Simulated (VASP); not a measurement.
# Ir (P6_3/mmc) in VASP: notebook, part 2 of 3

VASP 6.6.1. The steps go on from the part before.

## Step 3: Single point, LDA, non-collinear spin, zero start, spin-orbit coupling

INCAR

```
PREC     = Accurate       # precision mode
ENCUT    = 520            # plane-wave cutoff, eV
EDIFF    = 1E-6           # SCF threshold, eV
ISMEAR   = -1             # smearing method
SIGMA    = 0.1            # smearing width, eV
LREAL    = F              # projectors in reciprocal space
LASPH    = T              # aspherical terms in the spheres
NELM     = 150            # most SCF steps
ALGO     = Fast           # electronic algorithm
ISIF     = 2              # what is computed and relaxed
LWAVE    = F              # write WAVECAR
LCHARG   = F              # write CHGCAR
MAGMOM   = 0 0 0 0 0 0    # initial moments
LORBIT   = 11             # projections on sites
LSORBIT  = T              # spin-orbit coupling
GGA_COMPAT= F            
LORBMOM  = T            
LMAXMIX  = 4              # l up to which the mixer works
NBANDS   = 30             # bands
```

KPOINTS

```
Automatic mesh
0
Gamma
  13 13 7
```

POSCAR

```
Ir
1.0
    2.7052972923      0.0000000000      0.0000000000
   -1.3526486461      2.3428561799      0.0000000000
    0.0000000000      0.0000000000      4.3910547252
Ir
2
Direct
    0.3333333333      0.6666666667      0.2500000000
    0.6666666667      0.3333333333      0.7500000000
```

Potentials or basis: VASP PAW LDA potentials, release 64 (Ir).

Launch:

```bash
$ cat potpaw_LDA.64/Ir/POTCAR > POTCAR
$ mpirun -np 1 vasp_ncl > vasp.out
```

OUTCAR:

```text
PREC = Accurate
   ENCUT = 520
   EDIFF = 1E-6
   ISMEAR = -1
   LREAL = F
   LASPH = T
   NELM = 150
   ISIF = 2
   LORBIT = 11
   LSORBIT = T

 ion  position               nearest neighbor table
   1  0.333  0.667  0.250-   2 2.69   2 2.69   2 2.69   2 2.69   2 2.69   2 2.69
   2  0.667  0.333  0.750-   1 2.69   1 2.69   1 2.69   1 2.69   1 2.69   1 2.69

  LATTYP: Found a hexagonal cell.
 ALAT       =     2.7052972923
 C/A-ratio  =     1.6231320446

  Lattice vectors:

 A1 = (   2.7052972923,   0.0000000000,   0.0000000000)
 A2 = (  -1.3526486461,   2.3428561799,   0.0000000000)
 A3 = (   0.0000000000,   0.0000000000,   4.3910547252)

Analysis of symmetry for initial positions (statically):
=====================================================================
 Subroutine PRICEL returns:
 Original cell was already a primitive cell.

 Routine SETGRP: Setting up the symmetry group for a
 hexagonal supercell.

 Subroutine GETGRP returns: Found 24 space group operations
 (whereof 12 operations were pure point group operations)
 out of a pool of 24 trial point group operations.

The static configuration has the point symmetry D_3d.
 The point group associated with its full space group is D_6h.

Analysis of symmetry for dynamics (positions and initial velocities):
=====================================================================
 Subroutine PRICEL returns:
 Original cell was already a primitive cell.

 Routine SETGRP: Setting up the symmetry group for a
 hexagonal supercell.

 Subroutine GETGRP returns: Found 24 space group operations
 (whereof 12 operations were pure point group operations)
 out of a pool of 24 trial point group operations.

The dynamic configuration has the point symmetry D_3d.
 The point group associated with its full space group is D_6h.

Analysis of structural, dynamic, and magnetic symmetry:
=====================================================================
 Subroutine PRICEL returns:
 Original cell was already a primitive cell.

 Routine SETGRP: Setting up the symmetry group for a
 hexagonal supercell.

 Subroutine GETGRP returns: Found 24 space group operations
 (whereof 12 operations were pure point group operations)
 out of a pool of 24 trial point group operations.

The overall configuration has the point symmetry D_3d.
 The point group associated with its full space group is D_6h.

 Subroutine INISYM returns: Found 24 space group operations
 (whereof 12 operations are pure point group operations),
 and found     1 'primitive' translations

----------------------------------------------------------------------------------------

                                     Primitive cell

  volume of cell :      27.8310

  direct lattice vectors                    reciprocal lattice vectors
     2.705297292  0.000000000  0.000000000     0.369645141  0.213414722  0.000000000
    -1.352648646  2.342856180  0.000000000     0.000000000  0.426829444  0.000000000
     0.000000000  0.000000000  4.391054725     0.000000000  0.000000000  0.227735718
[... 939 lines left out ...]

  FORCE on cell =-STRESS in cart. coord.  units (eV):
  Direction    XX          YY          ZZ          XY          YZ          ZX
  --------------------------------------------------------------------------------------
  -------------------------------------------------------------------------------------
  Total        0.5719744      0.5719744      0.6657525      0.0000000     -0.0000000      0.0000000
  in kB       32.9274217     32.9274217     38.3260357      0.0000000     -0.0000000      0.0000000
  external PRESSURE =      34.7269597 kB  Pullay stress =       0.0000000 kB

 VOLUME and BASIS-vectors are now :
 -----------------------------------------------------------------------------
  energy-cutoff  :      520.00
  volume of cell :       27.83
      direct lattice vectors                 reciprocal lattice vectors
     2.705297292  0.000000000  0.000000000     0.369645141  0.213414722  0.000000000
    -1.352648646  2.342856180  0.000000000     0.000000000  0.426829444  0.000000000
     0.000000000  0.000000000  4.391054725     0.000000000  0.000000000  0.227735718

 POSITION                                       TOTAL-FORCE (eV/Angst)
 -----------------------------------------------------------------------------------
     -0.00000      1.56190      1.09776        -0.000000      0.000000      0.000000
      1.35265      0.78095      3.29329         0.000000     -0.000000      0.000000
 -----------------------------------------------------------------------------------
    total drift:                                0.000000     -0.000000      0.000000

  FREE ENERGIE OF THE ION-ELECTRON SYSTEM (eV)
  ---------------------------------------------------
  free  energy   TOTEN  =       -21.3081642981 eV

  energy  without entropy=      -21.2295392875  energy(sigma->0) =      -21.26885179

 orbital moment (x)

 # of ion     p       d       tot
 ----------------------------------------
  1         0.000  -0.000  -0.000
  2         0.000   0.000   0.000
 ----------------------------------------
            0.000   0.000   0.000

 orbital moment (y)

 # of ion     p       d       tot
 ----------------------------------------
  1         0.000  -0.000  -0.000
  2         0.000   0.000   0.000
 ----------------------------------------
            0.000   0.000   0.000

 orbital moment (z)

 # of ion     p       d       tot
 ----------------------------------------
  1        -0.000  -0.000  -0.000
  2         0.000   0.000   0.000
 ----------------------------------------
            0.000  -0.000  -0.000

 Spin-Orbit-Coupling matrix elements

 Ion:    1  E_soc:     -0.7870074
 l=   1
     0.0000000    -0.0404826    -0.0407409
    -0.0404826     0.0000000    -0.0404826
    -0.0407409    -0.0404826     0.0000000
 l=   2
     0.0000000    -0.0191976     0.0000000    -0.0191976    -0.0712472
    -0.0191976     0.0000000    -0.0523117    -0.0191367    -0.0191976
     0.0000000    -0.0523117     0.0000000    -0.0523117     0.0000000
    -0.0191976    -0.0191367    -0.0523117     0.0000000    -0.0191976
    -0.0712472    -0.0191976     0.0000000    -0.0191976     0.0000000
 l=   3
     0.0000000     0.0000000     0.0000000     0.0000000     0.0000000     0.0000000     0.0000000
     0.0000000     0.0000000     0.0000000     0.0000000     0.0000000     0.0000000     0.0000000
     0.0000000     0.0000000     0.0000000     0.0000000     0.0000000     0.0000000     0.0000000
     0.0000000     0.0000000     0.0000000     0.0000000     0.0000000     0.0000000     0.0000000
     0.0000000     0.0000000     0.0000000     0.0000000     0.0000000     0.0000000     0.0000000
     0.0000000     0.0000000     0.0000000     0.0000000     0.0000000     0.0000000     0.0000000
     0.0000000     0.0000000     0.0000000     0.0000000     0.0000000     0.0000000     0.0000000

 Ion:    2  E_soc:     -0.7870074
 l=   1
     0.0000000    -0.0404826    -0.0407409
    -0.0404826     0.0000000    -0.0404826
    -0.0407409    -0.0404826     0.0000000
 l=   2
     0.0000000    -0.0191976     0.0000000    -0.0191976    -0.0712472
    -0.0191976     0.0000000    -0.0523117    -0.0191367    -0.0191976
     0.0000000    -0.0523117     0.0000000    -0.0523117     0.0000000
    -0.0191976    -0.0191367    -0.0523117     0.0000000    -0.0191976
    -0.0712472    -0.0191976     0.0000000    -0.0191976     0.0000000
 l=   3
     0.0000000     0.0000000     0.0000000     0.0000000     0.0000000     0.0000000     0.0000000
     0.0000000     0.0000000     0.0000000     0.0000000     0.0000000     0.0000000     0.0000000
     0.0000000     0.0000000     0.0000000     0.0000000     0.0000000     0.0000000     0.0000000
     0.0000000     0.0000000     0.0000000     0.0000000     0.0000000     0.0000000     0.0000000
     0.0000000     0.0000000     0.0000000     0.0000000     0.0000000     0.0000000     0.0000000
     0.0000000     0.0000000     0.0000000     0.0000000     0.0000000     0.0000000     0.0000000
     0.0000000     0.0000000     0.0000000     0.0000000     0.0000000     0.0000000     0.0000000

 total charge

# of ion       s       p       d       tot
------------------------------------------
    1        0.682   0.775   7.023   8.480
    2        0.682   0.775   7.023   8.480
--------------------------------------------------
tot          1.364   1.550  14.046  16.960

 magnetization (x)

# of ion       s       p       d       tot
------------------------------------------
    1        0.000   0.000   0.000   0.000
    2        0.000   0.000   0.000   0.000
--------------------------------------------------
tot          0.000   0.000   0.000   0.000

 magnetization (y)

# of ion       s       p       d       tot
------------------------------------------
    1       -0.000   0.000   0.000   0.000
    2       -0.000   0.000  -0.000  -0.000
--------------------------------------------------
tot         -0.000   0.000   0.000  -0.000

 magnetization (z)

# of ion       s       p       d       tot
------------------------------------------
    1        0.000   0.000   0.000   0.000
    2        0.000   0.000   0.000   0.000
--------------------------------------------------
tot          0.000   0.000   0.000   0.000
```

It took 2.9 min on 1 thread of Intel Xeon Platinum 8259CL at 2.50GHz (Skylake/Cascade Lake), shared host; peak memory 0.24 GiB.

Results:

```yaml
Free_energy: -21.3082 eV
Pressure: 3.5 GPa
Net_moment: 0.00 μB per cell
Valence_electrons_inside_the_program's_atomic_spheres: Ir 8.48
```

Stress tensor (GPa, compression positive):
```
3.29 0.00 0.00
0.00 3.29 0.00
0.00 0.00 3.83
```

Moments on the atoms (μB; x, y, z):
```
Ir  0.00 0.00 0.00
Ir  0.00 0.00 0.00
```

(Part 2 of 3 ends here.)
